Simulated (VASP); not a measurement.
A run of VASP 6.6.1 is set up as follows.

INCAR

```
SYSTEM = CoO
ALGO = Normal
EDIFF = 1E-8
ENCUT = 500
GGA = PE
ISIF = 2
ISMEAR = 0
ISPIN = 2
IVDW = 2
LASPH = .True.
LCHARG = .False.
LDAU = .True.
LDAUJ = 0 0
LDAUL = 2 -1
LDAUPRINT = 1
LDAUTYPE = 2
LDAUU = 3.5 0
LEFG = .True.
LMAXMIX = 4
LORBIT = 11
LREAL = .False.
LWAVE = .False.
MAGMOM = 2 0
NELM = 120
PREC = Accurate
SIGMA = 0.05
```

KPOINTS

```
k-points
0
Gamma
  11 11 11
  0 0 0
```

Contents of POSCAR:

```
CoO
1.0
    0.0000000000      2.1315000000      2.1315000000
    2.1315000000      0.0000000000      2.1315000000
    2.1315000000      2.1315000000      0.0000000000
Co O
1 1
Direct
    0.0066270000     -0.0053470000     -0.0002310000
    0.4976240000      0.4959150000      0.4994050000
```

Potentials or basis: VASP PAW PBE potentials, release 64 (Co, O).

Run with:

```bash
$ cat potpaw_PBE.64/Co/POTCAR potpaw_PBE.64/O/POTCAR > POTCAR
$ mpirun -np 1 vasp_std > vasp.out
```

Q: Estimate the Hirshfeld charges.

A: Co +0.37; O -0.37 e.

Q: What does it give for the dispersion energy per atom?

A: -0.293 eV.

Q: Estimate the net moment.

A: 3.00 μB per cell.

Q: What does it give for the largest force?

A: 0.112 eV/Å.

Q: What does it give for the band gap on the k mesh?

A: None (metal or under the smearing width).

Eigenvalues of the final occupation matrices:
| site | spin | trace | eigenvalues |
| --- | --- | --- | --- |
| site 1 d | 1 | 4.93 | 0.97 0.97 0.97 1.01 1.01 |
| site 1 d | 2 | 2.22 | 0.13 0.15 0.49 0.49 0.96 |

Caveat: atom-pairwise D2, TS and ULG terms overbind metals; a cell with one magnetic atom can't hold antiferromagnetic order, which such compounds often take. The state reached can hang on the start; a lower one may exist.
